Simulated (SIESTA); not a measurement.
Crystal: CdSe.

```xyz
8
Lattice="6.1405 0.0000 0.0000 0.0000 6.1405 0.0000 0.0000 0.0000 6.1405" Properties=species:S:1:pos:R:3 pbc="T T T"
Cd    0.0000    0.0000    0.0000
Cd    0.0000    3.0703    3.0703
Cd    3.0703    0.0000    3.0703
Cd    3.0703    3.0703    0.0000
Se    1.5351    1.5351    4.6054
Se    4.6054    4.6054    4.6054
Se    4.6054    1.5351    1.5351
Se    1.5351    4.6054    1.5351
```

Measurements of this composition are mostly on another form, of space group No. 186.

Base run:

* Program: SIESTA 5.4.2
* Functional: vdW-DF-C09
* Potentials or basis: PseudoDojo 0.4 standard (PBE files)
* Basis: DZP (energy shift 0.003 Ry; two zetas on semicore shells)
* Grid cutoff: 800 Ry
* Energy shift: 0.003 Ry
* k mesh: 5 × 5 × 5
* Occupations: fermi-dirac, width 0.05 eV
* Spin: no spin polarisation

Its results: band gap on the k mesh 0.66 eV; pressure -1.0 GPa.

After a change of settings the same cell gave: band gap on the k mesh 0.62 eV; pressure 5.2 GPa. Which change was it?
A. functional from vdW-DF-C09 to vdW-DF2
B. functional from vdW-DF-C09 to vdW-DF-cx
C. functional from vdW-DF-C09 to VV10
D. functional from vdW-DF-C09 to optB88-vdW

A.

Caveats: the potentials were made for another functional, which shifts forces and pressure; the basis of atomic orbitals isn't converged, which shifts pressures, moduli and gaps.
